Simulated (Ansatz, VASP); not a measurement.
**Two plane-wave programs on AlN**

```
CELL_PARAMETERS angstrom
3.15397 0.00000 0.00000
-1.57698 2.73141 0.00000
0.00000 0.00000 5.04655
ATOMIC_POSITIONS crystal
Al 0.66667 0.33333 0.50000
Al 0.33333 0.66667 0.00000
N 0.66667 0.33333 0.88000
N 0.33333 0.66667 0.38000
```

Change from the starting cell: volume scaled by 1.04.

Alike in both runs: task single point; functional PBE; k mesh 10 × 10 × 6; occupations fermi-dirac, width 0.05 eV; no spin polarisation.

|  | VASP | Ansatz |
| --- | --- | --- |
| version | VASP 6.6.1 | Ansatz 0.2.0 |
| potentials or method | VASP PAW PBE potentials, release 64 (Al, N) | Ansatz PAW |
| plane-wave cutoff (eV) | 520 | 420 |
| valence electrons in the cell | 16 | 16 |

|  | VASP | Ansatz | Ansatz less VASP |
| --- | --- | --- | --- |
| gap on the k mesh at the Fermi level (eV) | 3.88 | 3.87 | -0.008 |
| least direct gap on the mesh (eV) | 3.88 | 3.87 | -0.008 |
| pressure (GPa) | -4.1 | -3.8 | +0.27 |
| largest component of the traceless stress (GPa) | 1.23 | 1.19 | -0.043 |
| rms of the force components (eV/Å) | 0.058 | 0.058 | +0.0002 |

Atom by atom the forces differ by 0.000 eV/Å (rms over components).

Caveats: the pressure holds a Pulay correction of +0.5 GPa for the finite cutoff (Ansatz).
